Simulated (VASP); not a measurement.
# Tl (P6_3/mmc) in VASP: notebook, part 2 of 2

VASP 6.6.1.

### Step 5. Single point, PBEsol

Contents of INCAR:

```
PREC = Low ; ENCUT = 550
EDIFF = 1E-6 ; ISMEAR = 1
SIGMA = 0.1 ; LREAL = False
LASPH = True ; NELM = 100
ALGO = Normal ; ISIF = 2
LWAVE = False ; LCHARG = False
GGA = PS ; NBANDS = 20
ADDGRID = False
```

Contents of KPOINTS:

```
regular mesh
0
Gamma
  13 13 7
```

Contents of POSCAR:

```
Tl
1.0
    3.4560000000      0.0000000000      0.0000000000
   -1.7280000000      2.9929837955      0.0000000000
    0.0000000000      0.0000000000      5.5250000000
Tl
2
Direct
    0.6666666667      0.3333333333      0.7500000000
    0.3333333333      0.6666666667      0.2500000000
```

Potentials or basis: VASP PAW PBE potentials, release 64 (Tl_d).

The run is started by

```sh
$ cat potpaw_PBE.64/Tl_d/POTCAR > POTCAR
$ mpirun -np 1 vasp_std > vasp.out
```

OUTCAR:

```text
PREC = Low
   ENCUT = 550
   EDIFF = 1E-6
   ISMEAR = 1
   LREAL = False
   LASPH = True
   NELM = 100
   ISIF = 2
   GGA = PS

 Found     84 irreducible k-points:

 Following reciprocal coordinates:
            Coordinates               Weight
  0.000000  0.000000  0.000000      1.000000
  0.076923  0.000000  0.000000      6.000000
  0.153846  0.000000  0.000000      6.000000
  0.230769  0.000000  0.000000      6.000000
  0.307692  0.000000  0.000000      6.000000
  0.384615 -0.000000  0.000000      6.000000
   k-points           NKPTS =     84   k-points in BZ     NKDIM =     84   number of bands    NBANDS=     20
   number of dos      NEDOS =    301   number of ions     NIONS =      2
   total plane-waves  NPLWV =  12800
   dimension x,y,z NGX =    20 NGY =   20 NGZ =   32
   dimension x,y,z NGXF=    20 NGYF=   20 NGZF=   32
   ions per type =               2
   NGX,Y,Z   is equivalent  to a cutoff of   9.62,  9.62,  9.63 a.u.
   NGXF,Y,Z  is equivalent  to a cutoff of   9.62,  9.62,  9.63 a.u.
 SYSTEM =  unknown system
   PREC   = low       normal or accurate (medium, high low for compatibility)
   ISTART =      0    job   : 0-new  1-cont  2-samecut
   ICHARG =      2    charge: 1-file 2-atom 10-const
   ISPIN  =      1    spin polarized calculation?
   LNONCOLLINEAR =      F non collinear calculations
   LSORBIT =      F    spin-orbit coupling
   LASPH  =      T    aspherical Exc in radial PAW
   ENCUT  =  550.0 eV  40.42 Ry    6.36 a.u.   6.61  6.61 10.57*2*pi/ulx,y,z
   NELM   =    100;   NELMIN=  2; NELMDL= -5     # of ELM steps
   EDIFF  = 0.1E-05   stopping-criterion for ELM
   LREAL  =      F    real-space projection
   EDIFFG = 0.1E-04   stopping-criterion for IOM
   NSW    =      0    number of steps for IOM
   IBRION =     -1    ionic relax: 0-MD 1-quasi-New 2-CG
   NFREE  =      0    steps in history (QN), initial steepest desc. (CG)
   ISIF   =      2    stress and relaxation
   ISYM   =      2    0-nonsym 1-usesym 2-fastsym
   POTIM  = 0.5000    time-step for ionic-motion
   TEBEG  =    0.0;   TEEND  =   0.0 temperature during run
   PSTRESS=    0.0 pullay stress
   NELECT =      26.0000    total number of electrons
   NUPDOWN=      -1.0000    fix difference up-down
   EMIN   =  10.00;   EMAX   =-10.00  energy-range for DOS
   EFERMI =   0.00;   METHOD = LEGACY
   ISMEAR =     1;   SIGMA  =   0.10  broadening in eV -4-tet -1-fermi 0-gaus
   EFERMI_NEDOS =   21; number of points for ismear=-14 and -15
   IALGO  =     38    algorithm
   IMIX   =      4    mixing-type and parameters
     AMIX     =   0.40;   BMIX     =  1.00
     AMIX_MAG =   1.60;   BMIX_MAG =  1.00
  volume/ion in A,a.u.               =      28.57       192.83
  Fermi-wavevector in a.u.,A,eV,Ry     =   1.259107  2.379366 21.569987  1.585349
  Thomas-Fermi vector in A             =   2.392683
   LORBIT       =      0    0 simple, 1 ext, 2 COOP (PROOUT), +10 PAW based schemes
   GGA     = PS    functional components
   LHFCALC =     F    Hartree Fock is set to
   AEXX    =    0.0000 exact exchange contribution
   IVDW    =     0    specifies the selected vdW correction
   LEPSILON=     F    determine dielectric tensor
   LRPA    =     F    only Hartree local field effects (RPA)
 non-spin polarized calculation
 Methfessel and Paxton  Order N= 1 SIGMA  =   0.10
  energy-cutoff  :      550.00
  volume of cell :       57.15
 maximum number of plane-waves:      1713
   NGX = 13   NGY = 13   NGZ = 21

 number of electron      25.9999655 magnetization

 Free energy of the ion-electron system (eV)
  ---------------------------------------------------
  ext. energy  EPLUGINS =         0.00000000
  ---------------------------------------------------
  free energy    TOTEN  =        -5.26351090 eV

  energy without entropy =       -5.26413371  energy(sigma->0) =       -5.26371850

 E-fermi :   6.3950     XC(G=0): -10.3700

 val. band max:        6.3278927364   @ k =   0.3846   0.0769   0.2857
 cond. band min:       6.4072614056   @ k =   0.3077   0.0000   0.2857
 fundamental gap:      0.0793686692
 Fermi energy:         6.3950410865

 k-point     1 :       0.0000    0.0000    0.0000
  band No.  band energies     occupation
      1      -5.3579      2.00000
      2      -5.1227      2.00000
      3      -5.0998      2.00000
      4      -5.0997      2.00000
      5      -5.0457      2.00000
      6      -5.0455      2.00000
[... 12 lines left out ...]
     19      17.1979      0.00000
     20      17.3058      0.00000

 k-point     2 :       0.0769    0.0000    0.0000
  band No.  band energies     occupation
      1      -5.3371      2.00000
      2      -5.1486      2.00000
      3      -5.0741      2.00000
      4      -5.0688      2.00000
      5      -5.0472      2.00000
      6      -5.0216      2.00000
[... 84 lines left out ...]
 k-point     6 :       0.3846   -0.0000    0.0000
  band No.  band energies     occupation
      1      -5.4429      2.00000
      2      -5.2738      2.00000
      3      -5.2181      2.00000
      4      -5.1365      2.00000
      5      -4.9490      2.00000
      6      -4.9064      2.00000
[... 12 lines left out ...]
     19      14.9550      0.00000
     20      16.4247      0.00000

 [... further k-points ...]
[... 5 lines left out ...]
  --------------------------------------------------------------------------------------
  -------------------------------------------------------------------------------------
  Total        0.1369540      0.1369540     -0.2903290      0.0000000      0.0000000      0.0000000
  in kB        3.8395033      3.8395033     -8.1393682      0.0000000      0.0000000      0.0000000
  external PRESSURE =      -0.1534538 kB  Pullay stress =       0.0000000 kB

 VOLUME and BASIS-vectors are now :
 -----------------------------------------------------------------------------
  energy-cutoff  :      550.00
  volume of cell :       57.15
      direct lattice vectors                 reciprocal lattice vectors
     3.456000000  0.000000000  0.000000000     0.289351852  0.167057370  0.000000000
    -1.728000000  2.992983795  0.000000000     0.000000000  0.334114739  0.000000000
     0.000000000  0.000000000  5.525000000     0.000000000  0.000000000  0.180995475

 POSITION                                       TOTAL-FORCE (eV/Angst)
 -----------------------------------------------------------------------------------
      1.72800      0.99766      4.14375        -0.000000      0.000000      0.000000
     -0.00000      1.99532      1.38125         0.000000     -0.000000      0.000000
 -----------------------------------------------------------------------------------
    total drift:                               -0.000000      0.000000     -0.000000

  FREE ENERGIE OF THE ION-ELECTRON SYSTEM (eV)
  ---------------------------------------------------
  free  energy   TOTEN  =        -5.2635108989 eV

  energy  without entropy=       -5.2641337108  energy(sigma->0) =       -5.26371850
```

stdout:

```text
POSCAR found type information on POSCAR Tl
 POSCAR found :  1 types and       2 ions
 scaLAPACK will be used
 -----------------------------------------------------------------------------
|                                                                             |
|                                                                             |
|     You enforced a specific xc type in the INCAR file but a different       |
|     I HOPE YOU KNOW WHAT YOU ARE DOING!                                     |
|                                                                             |
 -----------------------------------------------------------------------------

 LDA part: xc-table for (Slater+PW92), standard interpolation
 POSCAR, INCAR and KPOINTS ok, starting setup
 FFT: planning ... GRIDC
 FFT: planning ... GRID_SOFT
 FFT: planning ... GRID
 WAVECAR not read
 entering main loop
```

Run time: 17 s. Hardware: 1 thread of AMD EPYC 9R45 (Zen 5), shared host; peak memory 0.14 GiB.

These settings aren't checked as converged: the numbers below hold their error.

What came out:

- Free energy: -5.2635 eV
- Pressure: 0.0 GPa
- Band gap on the k mesh: none (metal or under the smearing width)

Caveat: the PAW data sets were made with another functional, which shifts forces and pressure a little.

### Step 6. Single point, PBEsol

Changes to INCAR since step 5:

```diff
@@ -1,2 +1,2 @@
-PREC = Low ; ENCUT = 550
+PREC = Normal ; ENCUT = 550
 EDIFF = 1E-6 ; ISMEAR = 1
```

KPOINTS is that of step 5.

POSCAR is that of step 5.

Potentials or basis: VASP PAW PBE potentials, release 64 (Tl_d).

The run is started by

```sh
$ cat potpaw_PBE.64/Tl_d/POTCAR > POTCAR
$ mpirun -np 1 vasp_std > vasp.out
```

OUTCAR:

```text
PREC = Normal
   ENCUT = 550
   EDIFF = 1E-6
   ISMEAR = 1
   LREAL = False
   LASPH = True
   NELM = 100
   ISIF = 2
   GGA = PS

 Found     84 irreducible k-points:

 Following reciprocal coordinates:
            Coordinates               Weight
  0.000000  0.000000  0.000000      1.000000
  0.076923  0.000000  0.000000      6.000000
  0.153846  0.000000  0.000000      6.000000
  0.230769  0.000000  0.000000      6.000000
  0.307692  0.000000  0.000000      6.000000
  0.384615 -0.000000  0.000000      6.000000
   k-points           NKPTS =     84   k-points in BZ     NKDIM =     84   number of bands    NBANDS=     20
   number of dos      NEDOS =    301   number of ions     NIONS =      2
   total plane-waves  NPLWV =  12800
   dimension x,y,z NGX =    20 NGY =   20 NGZ =   32
   dimension x,y,z NGXF=    40 NGYF=   40 NGZF=   64
   ions per type =               2
   NGX,Y,Z   is equivalent  to a cutoff of   9.62,  9.62,  9.63 a.u.
   NGXF,Y,Z  is equivalent  to a cutoff of  19.24, 19.24, 19.26 a.u.
 SYSTEM =  unknown system
   PREC   = normal    normal or accurate (medium, high low for compatibility)
   ISTART =      0    job   : 0-new  1-cont  2-samecut
   ICHARG =      2    charge: 1-file 2-atom 10-const
   ISPIN  =      1    spin polarized calculation?
   LNONCOLLINEAR =      F non collinear calculations
   LSORBIT =      F    spin-orbit coupling
   LASPH  =      T    aspherical Exc in radial PAW
   ENCUT  =  550.0 eV  40.42 Ry    6.36 a.u.   6.61  6.61 10.57*2*pi/ulx,y,z
   NELM   =    100;   NELMIN=  2; NELMDL= -5     # of ELM steps
   EDIFF  = 0.1E-05   stopping-criterion for ELM
   LREAL  =      F    real-space projection
   EDIFFG = 0.1E-04   stopping-criterion for IOM
   NSW    =      0    number of steps for IOM
   IBRION =     -1    ionic relax: 0-MD 1-quasi-New 2-CG
   NFREE  =      0    steps in history (QN), initial steepest desc. (CG)
   ISIF   =      2    stress and relaxation
   ISYM   =      2    0-nonsym 1-usesym 2-fastsym
   POTIM  = 0.5000    time-step for ionic-motion
   TEBEG  =    0.0;   TEEND  =   0.0 temperature during run
   PSTRESS=    0.0 pullay stress
   NELECT =      26.0000    total number of electrons
   NUPDOWN=      -1.0000    fix difference up-down
   EMIN   =  10.00;   EMAX   =-10.00  energy-range for DOS
   EFERMI =   0.00;   METHOD = LEGACY
   ISMEAR =     1;   SIGMA  =   0.10  broadening in eV -4-tet -1-fermi 0-gaus
   EFERMI_NEDOS =   21; number of points for ismear=-14 and -15
   IALGO  =     38    algorithm
   IMIX   =      4    mixing-type and parameters
     AMIX     =   0.40;   BMIX     =  1.00
     AMIX_MAG =   1.60;   BMIX_MAG =  1.00
  volume/ion in A,a.u.               =      28.57       192.83
  Fermi-wavevector in a.u.,A,eV,Ry     =   1.259107  2.379366 21.569987  1.585349
  Thomas-Fermi vector in A             =   2.392683
   LORBIT       =      0    0 simple, 1 ext, 2 COOP (PROOUT), +10 PAW based schemes
   GGA     = PS    functional components
   LHFCALC =     F    Hartree Fock is set to
   AEXX    =    0.0000 exact exchange contribution
   IVDW    =     0    specifies the selected vdW correction
   LEPSILON=     F    determine dielectric tensor
   LRPA    =     F    only Hartree local field effects (RPA)
 non-spin polarized calculation
 Methfessel and Paxton  Order N= 1 SIGMA  =   0.10
  energy-cutoff  :      550.00
  volume of cell :       57.15
 maximum number of plane-waves:      1713
   NGX = 13   NGY = 13   NGZ = 21

 number of electron      25.9999999 magnetization

 Free energy of the ion-electron system (eV)
  ---------------------------------------------------
  ext. energy  EPLUGINS =         0.00000000
  ---------------------------------------------------
  free energy    TOTEN  =        -5.26286015 eV

  energy without entropy =       -5.26348324  energy(sigma->0) =       -5.26306785

 E-fermi :   6.3950     XC(G=0): -10.3701

 val. band max:        6.3277972965   @ k =   0.3846   0.0769   0.2857
 cond. band min:       6.4072031209   @ k =   0.3077   0.0000   0.2857
 fundamental gap:      0.0794058244
 Fermi energy:         6.3949579883

 k-point     1 :       0.0000    0.0000    0.0000
  band No.  band energies     occupation
      1      -5.3578      2.00000
      2      -5.1226      2.00000
      3      -5.0997      2.00000
      4      -5.0997      2.00000
      5      -5.0455      2.00000
      6      -5.0455      2.00000
[... 12 lines left out ...]
     19      17.1978      0.00000
     20      17.3058      0.00000

 k-point     2 :       0.0769    0.0000    0.0000
  band No.  band energies     occupation
      1      -5.3370      2.00000
      2      -5.1485      2.00000
      3      -5.0741      2.00000
      4      -5.0687      2.00000
      5      -5.0471      2.00000
      6      -5.0216      2.00000
[... 84 lines left out ...]
 k-point     6 :       0.3846   -0.0000    0.0000
  band No.  band energies     occupation
      1      -5.4428      2.00000
      2      -5.2739      2.00000
      3      -5.2181      2.00000
      4      -5.1366      2.00000
      5      -4.9488      2.00000
      6      -4.9065      2.00000
[... 12 lines left out ...]
     19      14.9549      0.00000
     20      16.4247      0.00000

 [... further k-points ...]
[... 5 lines left out ...]
  --------------------------------------------------------------------------------------
  -------------------------------------------------------------------------------------
  Total        0.1413596      0.1413596     -0.3191894      0.0000000      0.0000000      0.0000000
  in kB        3.9630130      3.9630130     -8.9484661      0.0000000      0.0000000      0.0000000
  external PRESSURE =      -0.3408134 kB  Pullay stress =       0.0000000 kB

 VOLUME and BASIS-vectors are now :
 -----------------------------------------------------------------------------
  energy-cutoff  :      550.00
  volume of cell :       57.15
      direct lattice vectors                 reciprocal lattice vectors
     3.456000000  0.000000000  0.000000000     0.289351852  0.167057370  0.000000000
    -1.728000000  2.992983795  0.000000000     0.000000000  0.334114739  0.000000000
     0.000000000  0.000000000  5.525000000     0.000000000  0.000000000  0.180995475

 POSITION                                       TOTAL-FORCE (eV/Angst)
 -----------------------------------------------------------------------------------
      1.72800      0.99766      4.14375         0.000000      0.000000      0.000000
     -0.00000      1.99532      1.38125        -0.000000     -0.000000      0.000000
 -----------------------------------------------------------------------------------
    total drift:                               -0.000000      0.000000     -0.000000

  FREE ENERGIE OF THE ION-ELECTRON SYSTEM (eV)
  ---------------------------------------------------
  free  energy   TOTEN  =        -5.2628601543 eV

  energy  without entropy=       -5.2634832364  energy(sigma->0) =       -5.26306785
```

OSZICAR:

```text
N       E                     dE             d eps       ncg     rms          rms(c)
DAV:   1     0.135430938821E+03    0.13543E+03   -0.14572E+04  3368   0.128E+03
DAV:   2    -0.270414031686E+01   -0.13814E+03   -0.13563E+03  3636   0.285E+02
DAV:   3    -0.532254865946E+01   -0.26184E+01   -0.26067E+01  3964   0.344E+01
DAV:   4    -0.533803294177E+01   -0.15484E-01   -0.15483E-01  3588   0.284E+00
DAV:   5    -0.533824130829E+01   -0.20837E-03   -0.20837E-03  3744   0.327E-01    0.303E+00
DAV:   6    -0.527463205512E+01    0.63609E-01   -0.10939E-01  3556   0.257E+00    0.213E+00
DAV:   7    -0.526369830913E+01    0.10934E-01   -0.40356E-02  3644   0.155E+00    0.843E-01
DAV:   8    -0.526285604996E+01    0.84226E-03   -0.24935E-03  3548   0.382E-01    0.483E-02
DAV:   9    -0.526285794218E+01   -0.18922E-05   -0.15562E-05  3752   0.339E-02    0.135E-02
DAV:  10    -0.526286008045E+01   -0.21383E-05   -0.23505E-06  2948   0.135E-02    0.130E-03
DAV:  11    -0.526286015434E+01   -0.73893E-07   -0.32000E-07  1836   0.446E-03
   1 F= -.52628602E+01 E0= -.52630678E+01  d E =0.623082E-03
```

It took 17 s on 1 thread of AMD EPYC 9R45 (Zen 5), shared host; peak memory 0.16 GiB.

The run converged, but some of its settings lie outside the range that counts as converged, so its numbers aren't taken as properties of the crystal.

What came out:

| Quantity | Value |
| --- | --- |
| Free energy | -5.2629 eV |
| Pressure | 0.0 GPa |
| Band gap on the k mesh | none (metal or under the smearing width) |

Caveat: the PAW data sets were made with another functional, which shifts forces and pressure a little.

### Step 7. For comparison

An earlier run on the cell as given: functional PBE; potentials or basis VASP PAW PBE potentials, release 64 (Tl_d); cutoff 520 eV; k mesh 9 × 9 × 5; occupations fermi-dirac, width 0.05 eV; no spin polarisation.

- Pressure: 3.4 GPa
- Band gap on the k mesh: none (metal or under the smearing width)
